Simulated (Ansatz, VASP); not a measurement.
Two plane-wave programs on Cr

File INCAR:

```
SYSTEM = Cr
PREC     = Accurate       ! precision mode
ENCUT    = 520            ! plane-wave cutoff, eV
EDIFF    = 1E-6           ! SCF threshold, eV
ISMEAR   = 0              ! smearing method
SIGMA    = 0.15           ! smearing width, eV
LREAL    = .False.        ! projectors in reciprocal space
LASPH    = .True.         ! aspherical terms in the spheres
NELM     = 100            ! most SCF steps
ALGO     = Normal         ! electronic algorithm
ISIF     = 2              ! what is computed and relaxed
LWAVE    = .False.        ! write WAVECAR
LCHARG   = .False.        ! write CHGCAR
GGA      = PS             ! functional
NBANDS   = 12             ! bands
```

Contents of KPOINTS:

```
regular mesh
0
Gamma
  24 24 24
  0 0 0
```

File POSCAR:

```
Cr
1.0
   -1.3698525000      1.3698525000      1.4059012500
    1.3698525000     -1.3698525000      1.4059012500
    1.3698525000      1.3698525000     -1.4059012500
Cr
1
Direct
    0.0000000000      0.0000000000      0.0000000000
```

Input for Ansatz:

```yaml
crystal:
  lattice:
    - [-1.3698525, 1.3698525, 1.40590125]
    - [1.3698525, -1.3698525, 1.40590125]
    - [1.3698525, 1.3698525, -1.40590125]
  atoms:
    - { symbol: Cr, position: [0.0, 0.0, 0.0] }
basis:
  ecutwfc: 420
kpoints:
  mp_grid: { grid: [24, 24, 24] }
hamiltonian:
  xc: pbesol
scf:
  occupations: { method: gaussian, width: 0.15 }
output:
  forces: true
  stress: true
  eigenvalues: true
  write_density: true
  write_potential: true
  elf: true
  volumetric_format: npy
```

Change from the starting cell: strain -0.050 along x and y, -0.025 along z, atoms carried along.

Alike in both runs: task single point; functional PBEsol; k mesh 24 × 24 × 24; occupations gaussian, width 0.15 eV; no spin polarisation.

|  | VASP | Ansatz |
| --- | --- | --- |
| version | VASP 6.6.1 | Ansatz 0.2.0 |
| potentials or method | VASP PAW PBE potentials, release 64 (Cr_pv) | scalar-relativistic, plane waves, PAW |
| plane-wave cutoff (eV) | 520 | 420 |
| valence electrons in the cell | 12 | 14 |

VASP gave:

```
gap on the k mesh at the Fermi level (eV)       : none
pressure (GPa)                                  : 16.8
largest component of the traceless stress (GPa) : 7.38
```

Task: Which values does Ansatz return?

Result: gap on the k mesh at the Fermi level (eV): none; pressure (GPa): 17.5; largest component of the traceless stress (GPa): 7.45.

A gap of «none» marks a metal or a gap that the smearing closes. The functional is the same, so the differences come from potentials, cutoffs and numerics. The two sets of potentials don't hold the same shells in valence.

Caveats: so large a pressure means that the cell lies far from this level's equilibrium, or that cutoff or potentials fall short (VASP); the potentials were made for another functional, which shifts forces and pressure (VASP); the run has no spin polarisation, though such a crystal can be magnetic. Spin polarisation is off, so any magnetic state and its effect on volume and gap are missing.
